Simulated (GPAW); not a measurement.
The system is LiH.

```
Li H
1.0
     0.00000    2.03675    2.03675
     2.03675    0.00000    2.03675
     2.03675    2.03675    0.00000
Li H
1 1
Direct
  0.00000 0.00000 0.00000
  0.50000 0.50000 0.50000
```

Base run:

| Property | Result |
| --- | --- |
| Program | GPAW 26.7.0 |
| Functional | PBE |
| Potentials or basis | GPAW PAW data sets (gpaw-data 1.2.1) |
| Cutoff | 800 eV |
| Basis | pw |
| k mesh | 11 × 11 × 11 |
| Occupations | gaussian, width 0.02 eV |
| Spin | no spin polarisation |

Its results: band gap on the k mesh 3.19 eV, direct; pressure -1.2 GPa.

Question: The run is repeated on the same cell with these changes: functional from PBE to r2SCAN; occupations from gaussian, width 0.02 eV to fermi-dirac, width 0.02 eV. What comes out?

Answer: Band gap on the k mesh 3.85 eV, direct; pressure -0.9 GPa.

Caveats: an odd mesh through Γ misses points on the zone boundary, where band edges often lie; the PAW data sets were made with another functional, which shifts forces and pressure a little (some runs).
